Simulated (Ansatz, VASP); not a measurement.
Two plane-wave programs on AgCl

```
Ag Cl
1.0
     3.47916    0.00000    0.00000
     0.00000    3.47916    0.00000
     0.00000    0.00000    3.47916
Ag Cl
1 1
Direct
  0.00000 0.00000 0.00000
  0.50000 0.50000 0.50000
```

Change from the starting cell: volume scaled by 1.04.

Alike in both runs: task single point; functional PBE; k mesh 8 × 8 × 8; occupations fermi-dirac, width 0.05 eV; no spin polarisation.

```csv
,VASP,Ansatz
version,VASP 6.6.1,Ansatz 0.2.0
potentials or method,"VASP PAW PBE potentials, release 64 (Ag, Cl)",Ansatz PAW
plane-wave cutoff (eV),520,420
valence electrons in the cell,18,26
```

|  | VASP | Ansatz | Ansatz less VASP |
| --- | --- | --- | --- |
| gap on the k mesh at the Fermi level (eV) | 0.57 | 0.57 | 0.000 |
| least direct gap on the mesh (eV) | 1.95 | 1.95 | 0.000 |
| pressure (GPa) | -1.9 | -1.8 | +0.12 |

The two sets of potentials don't hold the same shells in valence.

A k mesh can miss the band edges.
